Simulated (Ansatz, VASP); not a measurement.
**Two plane-wave programs on BN**

File INCAR:

```
PREC = Accurate ; ENCUT = 520
EDIFF = 1E-6 ; ISMEAR = 0
SIGMA = 0.05 ; LREAL = F
LASPH = T ; NELM = 100
ALGO = Normal ; ISIF = 2
LWAVE = F ; LCHARG = F
GGA = PS ; NBANDS = 16
```

The input KPOINTS:

```
regular mesh
0
Gamma
  12 12 4
```

File POSCAR:

```
BN
1.0
    2.5852983215      0.0000000000      0.0000000000
   -1.2926491607      2.2389340228      0.0000000000
    0.0000000000      0.0000000000      6.6900000000
B N
2 2
Direct
    0.0000000000      0.0000000000      0.5000000000
    0.3333333333      0.6666666667      0.0000000000
    0.0000000000      0.0000000000      0.0000000000
    0.6666666667      0.3333333333      0.5000000000
```

Input for Ansatz:

```yaml
crystal:
  lattice:
    - [2.5852983215, 0.0, 0.0]
    - [-1.2926491607, 2.2389340228, 0.0]
    - [0.0, 0.0, 6.69]
  atoms:
    - { symbol: B, position: [0.0, 0.0, 0.5] }
    - { symbol: B, position: [0.3333333333, 0.6666666667, 0.0] }
    - { symbol: "N", position: [0.0, 0.0, 0.0] }
    - { symbol: "N", position: [0.6666666667, 0.3333333333, 0.5] }
basis:
  ecutwfc: 420
kpoints:
  mp_grid: { grid: [12, 12, 4] }
hamiltonian:
  xc: pbesol
scf:
  occupations: { method: gaussian, width: 0.05 }
output:
  forces: true
  stress: true
  eigenvalues: true
```

Change from the starting cell: strain +0.030 along x and y, +0.000 along z, atoms carried along.

Alike in both runs: task single point; functional PBEsol; k mesh 12 × 12 × 4; occupations gaussian, width 0.05 eV; no spin polarisation.

|  | VASP | Ansatz |
| --- | --- | --- |
| version | VASP 6.6.1 | Ansatz 0.2.0 |
| potentials or method | VASP PAW PBE potentials, release 64 (B, N) | scalar-relativistic, plane waves, PAW |
| plane-wave cutoff (eV) | 520 | 420 |
| valence electrons in the cell | 16 | 16 |

```tsv
	VASP	Ansatz	Ansatz less VASP
gap on the k mesh at the Fermi level (eV)	4.09	4.10	+0.008
least direct gap on the mesh (eV)	4.17	4.17	+0.006
pressure (GPa)	-19.4	-19.7	-0.24
largest component of the traceless stress (GPa)	19.86	20.22	+0.359
```

Caveats: so large a pressure means that the cell lies far from this level's equilibrium, or that cutoff or potentials fall short (VASP); the potentials were made for another functional, which shifts forces and pressure (VASP); this functional lacks dispersion, which binds the layers, so the pressure and a relaxed spacing across them are unreliable. A k mesh can miss the band edges.
